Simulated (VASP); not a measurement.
VASP 6.6.1 run: Si

INCAR

```
SIGMA = 0.02
PREC = Accurate
ENCUT = 520
EDIFF = 1E-7
NSW = 0
NBANDS = 16
AMIX = 0.6
METAGGA = MS2
NELM = 120
IVDW = 12
LCHARG = .FALSE.
LWAVE = .FALSE.
IBRION = -1
ISIF = 2
ISMEAR = -1
LREAL = .FALSE.
LASPH = .TRUE.
```

KPOINTS

```
KPOINTS created by Atomic Simulation Environment
0
Gamma
12 12 4
0 0 0
```

POSCAR

```
Si
 1.0000000000000000
     3.8321295590073570    0.0000000000000000    0.0000000000000000
    -1.9160647795036785    3.3187215486936292    0.0000000000000000
     0.0000000000000000    0.0000000000000000    6.2778046918000001
 Si
   4
Cartesian
 -0.0000000000000000  2.2124810324624193 -0.0003104943132887
  1.9160647795036783  1.1062405162312097  3.1385918515867117
 -0.0000000000000000  2.2124810324624193  2.3544872537382888
  1.9160647795036783  1.1062405162312097  5.4933895996382880
```

The recommended PBE PAW datasets give the neutral cell 16 valence electrons.

Command

```
mpirun -np 1 vasp_std
```

Standard output (part)

```
POSCAR found type information on POSCAR Si
 POSCAR found :  1 types and       4 ions
|     EEEEEEE  RRRRRR   RRRRRR   OOOOOOO  RRRRRR      ###     ###     ###     |
|     E        R     R  R     R  O     O  R     R     ###     ###     ###     |
|     E        R     R  R     R  O     O  R     R     ###     ###     ###     |
|     EEEEE    RRRRRR   RRRRRR   O     O  RRRRRR       #       #       #      |
|     E        R    R   R    R   O     O  R    R      ###     ###     ###     |
|     EEEEEEE  R     R  R     R  OOOOOOO  R     R     ###     ###     ###     |
|     Unsupported xc functional, please specify VDW_S6, VDW_S8, VDW_A1        |
|     and VDW_A2 in the INCAR file.                                           |
|       ---->  I REFUSE TO CONTINUE WITH THIS SICK JOB ... BYE!!! <----       |
```

VASP stopped before the first electronic step.

The run took about 0.8 s on one core of a shared host (Intel Xeon Platinum 8488C).
